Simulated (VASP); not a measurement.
**InP: relaxation of the atoms with r2SCAN**

**Measured values to compare with.**

A printed reference work, data compilation reports, for a bulk crystal of InP at 1.6 K: band gap 1.4236 eV (direct).

The system is InP.

```
CELL_PARAMETERS angstrom
0.00000 2.91398 2.91398
2.91398 0.00000 2.91398
2.91398 2.91398 0.00000
ATOMIC_POSITIONS crystal
In 0.00000 0.00000 0.00000
P 0.25000 0.25000 0.25000
```

```yaml
Program: VASP 6.6.1
Task: relaxation of the atoms
Functional: r2SCAN
Potentials_or_basis: VASP PAW PBE potentials, release 64 (In_d, P)
Cutoff: 520 eV
k_mesh: 8 × 8 × 8
Occupations: fermi-dirac, width 0.02 eV
Spin: no spin polarisation
Dipole_correction: no
Further_INCAR_settings: ALGO = Normal; EDIFF = 1e-07; IBRION = 2; EDIFFG = -0.01; NSW = 50
```

- Pressure after relaxing: 2.9 GPa
- Band gap on the k mesh: 1.27 eV, direct

Final structure:
```
In P
1.0
     0.00000    2.91398    2.91398
     2.91398    0.00000    2.91398
     2.91398    2.91398    0.00000
In P
1 1
Direct
  0.00000 0.00000 0.00000
  0.25000 0.25000 0.25000
```

Levels at points of the mesh, in eV from the valence-band top:
```csv
k point,band 7,band 8,band 9,band 10,band 11,band 12
"(0.00, 0.00, 0.00)",0.00,0.00,0.00,1.27,4.44,4.44
"(0.50, 0.00, 0.00)",-5.98,-1.03,-1.03,1.91,5.16,5.16
"(0.50, 0.50, 0.00)",-5.96,-2.47,-2.47,1.98,2.55,10.01
```

Wall time 29 s on 1 thread of Intel(R) Xeon(R) 6975P-C (Granite Rapids) (shared host), peak memory 0.19 GiB.

Against the measured gap of InP, 1.4236 eV (direct; 1.6 K; a printed reference work, data compilation), the calculated 1.27 eV is off by -0.16 eV. Spin-orbit coupling on In is left out. The value is that of r2SCAN, without temperature or zero-point motion.

Caveat: the relaxation stopped at its first step, so nothing moved; the PAW data sets were made with another functional, which shifts forces and pressure a little; spin-orbit coupling is left out, which moves the levels of the heavy elements.
